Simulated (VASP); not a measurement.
Set up this calculation in VASP 6.6.1, as the native input.

```yaml
Task: dielectric tensor
Functional: PBE
Potentials_or_basis: VASP PAW PBE potentials, release 64 (Zn, O)
Cutoff: 600 eV
k_mesh: 15 × 15 × 9
Occupations: gaussian, width 0.03 eV
Spin: no spin polarisation
Monkhorst-Pack_mesh: no
Further_INCAR_settings: ALGO = Normal; EDIFF = 1e-08
```

The structure of ZnO (zincite) lies in POSCAR:

```
ZnO                                     
1.0
    3.2858172143     -0.0000000000      0.0000000000
   -1.6429086071      2.8456011797      0.0000000000
    0.0000000000      0.0000000000      5.3014835125
  Zn              O             
     2     2
Direct
     0.3333333332999970    0.6666666667000030    0.4998990656381010
     0.6666666667000030    0.3333333332999970    0.9998990656381010
     0.6666666667000030    0.3333333332999970    0.3791109343618999
     0.3333333332999970    0.6666666667000030    0.8791109343618999
```

One way to write it, as run:

INCAR

```
  PREC = Accurate
  ENCUT = 600
  EDIFF = 1E-8
  ISMEAR = 0
  SIGMA = 0.03
  LREAL = F
  LASPH = T
  NELM = 80
  ALGO = Normal
  ISIF = 2
  LWAVE = F
  LCHARG = F
  GGA = PE
  LEPSILON = T
  KPAR = 2
```

KPOINTS

```
regular mesh
0
Gamma
  15 15 9
```

Potentials or basis: VASP PAW PBE potentials, release 64 (Zn, O).

The run is started by

```bash
$ cat potpaw_PBE.64/Zn/POTCAR potpaw_PBE.64/O/POTCAR > POTCAR
$ mpirun -np 2 vasp_std > vasp.out
```

It gave:

The band gap on the k mesh is 0.72 eV, direct and the electronic dielectric tensor (diagonal) is 5.34, 5.34, 5.35. The born charges (mean of the diagonal) is Zn +2.15; O -2.15 e.

Caveat: an odd mesh through Γ misses points on the zone boundary, where band edges often lie.

It took 9.9 min on 2 MPI ranks on Intel(R) Xeon(R) 6975P-C (Granite Rapids) (shared host), peak memory 1.4 GiB a rank.
